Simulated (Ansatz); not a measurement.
BP: how the free axis answers a strain

BP, F-43m, a = 4.520 Å. Ansatz: PBEsol, PAW, 420 eV, Γ-centred 8×8×6 mesh on 4 atoms, Gaussian smearing 0.02 eV; no spin polarisation. Series: biaxial strain in the a-b plane, c and atoms relaxed; x is the strain in per cent. The axes a, b, c are those of the computed cell (3.196, 3.196, 4.520 Å), along [1 1 0], [-1 1 0], [0 0 1] of the cell named above. y is the change of c in per cent of 4.520 Å.

| x (%) | y (%) |
| --- | --- |
| -4.5 | 2.09 |
| -3.0 | 1.39 |
| -1.5 | 0.69 |
| 0.0 | 0.00 |
| 1.5 | -0.71 |
| 3.0 | ? |
| 4.5 | -2.14 |

Q: Fit y = c1 x + c2 x² to the other rows, say what c1 measures, and predict the missing y.

A: Least squares on the rows shown. y = −0.4693 x − 0.001337 x². With no stress along c, c1 = −2C12/C11 = -0.469. At x = 3.0 the fit asked for gives -1.42 %. The run gave -1.42 %, the same to the digits shown.